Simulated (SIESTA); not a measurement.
# Cu under changes of volume

One of the cells (11.810 Å³/atom); the others are scaled copies at fixed shape and fractional positions:

```
CELL_PARAMETERS angstrom
0.00000 1.80750 1.80750
1.80750 0.00000 1.80750
1.80750 1.80750 0.00000
ATOMIC_POSITIONS crystal
Cu 0.00000 0.00000 0.00000
```

* Program: SIESTA 5.4.2
* Functional: PBE
* Potentials or basis: SG15 1.2 (PBE files) or PseudoDojo by element
* Basis: DZP (energy shift 0.002 Ry)
* Grid cutoff: 800 Ry
* Energy shift: 0.002 Ry
* k mesh: 13 × 13 × 13
* Occupations: fermi-dirac, width 0.05 eV
* Spin: no spin polarisation

```tsv
volume (Å³/atom)	energy over the lowest point (meV/atom)	pressure (GPa)
11.102	46.49	16.0
11.338	26.22	11.6
11.574	12.14	7.5
11.810	3.63	4.1
12.047	0.00	0.8
12.283	1.02	-2.1
12.519	?	?
```

Question: What does the run at 12.519 Å³/atom give?

Answer: Energy over the lowest point 7.25 meV/atom; pressure -4.6 GPa.

Worked out: A Birch-Murnaghan fit of order 3 (a polynomial in V^(-2/3)) to the other rows has its minimum at 12.11 Å³/atom with B0 = V·E''(V) = 152 GPa and B' = 4.3. It gives 6.04 meV/atom at 12.519 Å³/atom, against the run's 7.25, and -dE/dV = -4.7 GPa, against -4.6.

Energies are extrapolated to zero smearing.

Caveats: semicore shells carry a single zeta, which can move pressures by several GPa and volumes by a few percent; the basis of atomic orbitals isn't converged, which shifts pressures, moduli and gaps.
